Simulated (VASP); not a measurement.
HfN, 2 atoms in the cell. It takes space group Fm-3m (No. 225, cubic). The conventional cell has a = 4.512 Å, b = 4.512 Å, c = 4.512 Å, α = 90.00°, β = 90.00°, γ = 90.00°. Hf (site symmetry m-3m) has 6 N at 2.26 Å as nearest neighbours. N (site symmetry m-3m) is surrounded by 6 Hf at 2.26 Å. 

| Item | Value |
| --- | --- |
| Program | VASP 6.6.1 |
| Task | single point |
| Functional | PBE |
| Potentials or basis | VASP PAW PBE potentials, release 64 (Hf, N) |
| Cutoff | 500 eV |
| k mesh | 10 × 10 × 10 |
| Occupations | gaussian, width 0.02 eV |
| Spin | no spin polarisation |
| Further INCAR settings | ALGO = Normal; EDIFF = 1.00e-07 |

Potentials or basis: VASP PAW PBE potentials, release 64 (Hf, N).

Run with:

```console
$ python run.py
```

Hardware: 1 thread of Intel(R) Xeon(R) Platinum 8375C CPU @ 2.90GHz (Ice Lake) (shared host).

Estimate the wall time of this run.

Run time: 23 s on 1 thread of Intel(R) Xeon(R) Platinum 8375C CPU @ 2.90GHz (Ice Lake), on a shared host, peak memory 0.14 GiB. Counts: scf iterations 13, k points 47.
